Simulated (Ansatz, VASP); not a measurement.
Ca in VASP and in Ansatz

INCAR

```
ALGO = Normal ; EDIFF = 1E-6
ENCUT = 520 ; GGA = PS
ISIF = 2 ; ISMEAR = -1
LASPH = True ; LCHARG = False
LREAL = False ; LWAVE = False
NBANDS = 11 ; NELM = 60
PREC = Accurate ; SIGMA = 0.1
```

KPOINTS

```
k-points
0
Gamma
  16 16 16
```

The input POSCAR:

```
Ca
1.0
    0.0000000000      2.6141870688      2.6141870688
    2.6141870688      0.0000000000      2.6141870688
    2.6141870688      2.6141870688      0.0000000000
Ca
1
Direct
    0.0000000000      0.0000000000      0.0000000000
```

Input for Ansatz:

```yaml
crystal:
  lattice:
    - [0.0, 2.6141870688, 2.6141870688]
    - [2.6141870688, 0.0, 2.6141870688]
    - [2.6141870688, 2.6141870688, 0.0]
  atoms:
    - { symbol: Ca, position: [0.0, 0.0, 0.0] }
hamiltonian:
  xc: pbesol
  pseudopotentials:
    kind: paw
    azcp:
      Ca: "pseudopotentials/Ca.paw.azcp"
basis:
  ecutwfc: 420
  fft_grid_basis: typed
kpoints:
  mp_grid: { grid: [16, 16, 16], shift: [0, 0, 0] }
magnetization:
  spin_polarized: false
scf:
  occupations: { method: fermi_dirac, width: 0.1 }
output:
  stress: true
```

Alike in both runs: task single point; functional PBEsol; k mesh 16 × 16 × 16; occupations fermi-dirac, width 0.1 eV; no spin polarisation.

```csv
,VASP,Ansatz
version,VASP 6.6.1,Ansatz 0.2.0
potentials or method,"VASP PAW PBE potentials, release 64 (Ca_sv)","plane waves (420 eV) with PAW, scalar-relativistic"
plane-wave cutoff (eV),520,420
valence electrons in the cell,10,10
```

|  | VASP | Ansatz | Ansatz less VASP |
| --- | --- | --- | --- |
| pressure (GPa) | 2.8 | 2.8 | 0.00 |

The functional is the same, so the differences come from potentials, cutoffs and numerics. Ansatz warned: «pseudo_functional_mismatch».

Caveats: the PAW data sets were made with another functional, which shifts forces and pressure a little (VASP).
